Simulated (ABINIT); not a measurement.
The system is Ge.

```
Ge
1.0
     3.99759    0.00000    0.00000
    -1.99879    3.46201    0.00000
     0.00000    0.00000    6.59938
Ge
4
Direct
  0.33333 0.66667 0.93710
  0.66667 0.33333 0.43710
  0.33333 0.66667 0.56290
  0.66667 0.33333 0.06290
```

This isn't the form of Ge at room conditions, which is diamond.

Base run:

```yaml
Program: ABINIT 10.8.3 (patched build)
Functional: LDA
Potentials_or_basis: Ansatz PAW PBE default generated set, frozen core
Cutoff: 490 eV
k_mesh: 8 × 8 × 4
Occupations: fermi-dirac, width 0.05 eV
Spin: no spin polarisation
```

Its results: band gap on the k mesh 0.16 eV, indirect (least direct gap 0.24 eV); pressure -1.9 GPa.

Question: The run is repeated on the same cell with these changes: functional from LDA to SCAN. What comes out?

Answer: Band gap on the k mesh none (metal or under the smearing width); pressure -0.3 GPa.

Caveats: the PAW data sets were made with another functional, which shifts forces and pressure a little; the atomic spheres overlap.

A k mesh can miss the band edges.
